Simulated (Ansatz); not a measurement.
Runs of Ansatz 0.2.0 on Si. It takes space group Fd-3m (No. 227, cubic). The conventional cell has a = 5.444 Å, b = 5.444 Å, c = 5.444 Å, α = 90.00°, β = 90.00°, γ = 90.00°. Around Si (site symmetry -43m) lie 4 Si at 2.36 Å. 

```csv
task,level,potentials or basis,cell,k mesh,cutoff (eV),smearing,points for each segment of the path,mesh quality,gap on the mesh (eV),pressure (GPa),V0 of scaled cells (Å³/atom),relaxed volume (Å³/atom),B0 (GPa)
equation of state,PBE,PseudoDojo standard,as given,8 × 8 × 8,490,fermi-dirac 0.05 eV,-,not flagged,-,-,20.45,-,88
relaxation of cell and atoms,PBEsol0,Ansatz PAW,relaxed,4 × 4 × 4,420,fermi-dirac 0.05 eV,-,coarse,1.90,-,-,(a),-
band structure,BLYP,Ansatz PAW,as given,8 × 8 × 8,420,fermi-dirac 0.05 eV,14,not flagged,0.84,(b),-,-,-
band structure,PBE,SPMS NC,as given,8 × 8 × 8,408,fermi-dirac 0.05 eV,14,not flagged,0.62,1.3,-,-,-
relaxation of cell and atoms,PBE,Ansatz PAW,relaxed,8 × 8 × 8,420,fermi-dirac 0.05 eV,-,not flagged,0.65,0.0,-,20.46,-
single point,PBE,Ansatz PAW,as given,4 × 4 × 4,420,fermi-dirac 0.05 eV,-,coarse,(c),2.0,-,-,-
equation of state,revPBE+D3(BJ),Ansatz PAW,as given,8 × 8 × 8,420,fermi-dirac 0.05 eV,-,not flagged,-,-,19.62,-,94
band structure,PBE0,Ansatz PAW,as given,4 × 4 × 4,420,fermi-dirac 0.05 eV,4,coarse,2.01,-,-,-,-
Born charges and dielectric tensor,LDA,Ansatz PAW,as given,8 × 8 × 8,420,fixed,-,not flagged,0.53,-,-,-,-
equation of state,PBE-EpsX,Ansatz PAW,as given,4 × 4 × 4,420,fermi-dirac 0.05 eV,-,coarse,-,-,20.35,-,100
relaxation of cell and atoms,BLYP+D4,Ansatz PAW,relaxed,8 × 8 × 8,420,fermi-dirac 0.05 eV,-,not flagged,0.83,0.0,-,19.93,-
band structure,HSE06,Ansatz PAW,as given,4 × 4 × 4,420,fermi-dirac 0.05 eV,4,coarse,1.33,-,-,-,-
```

Alike in all rows: no spin polarisation.

Question: Fill in the values left out.

Answer: (a) 19.96; (b) 4.2; (c) 0.71.

Caveats: some runs use coarse meshes; the PAW data sets come from PBE, with cores solved anew for the run's functional, which leaves a small shift of forces and pressure (some runs); the plane-wave basis is chosen anew once the cell has moved, so the energies of steps on either side of that aren't comparable (some runs); the potentials were made for another functional, which shifts forces and pressure (some runs); the k mesh misses the band edges, so the gap on the mesh is wider than the one along the path (some runs); the gap is small at this level, which inflates the dielectric constant (some runs).

Not every run made on this cell is shown here.
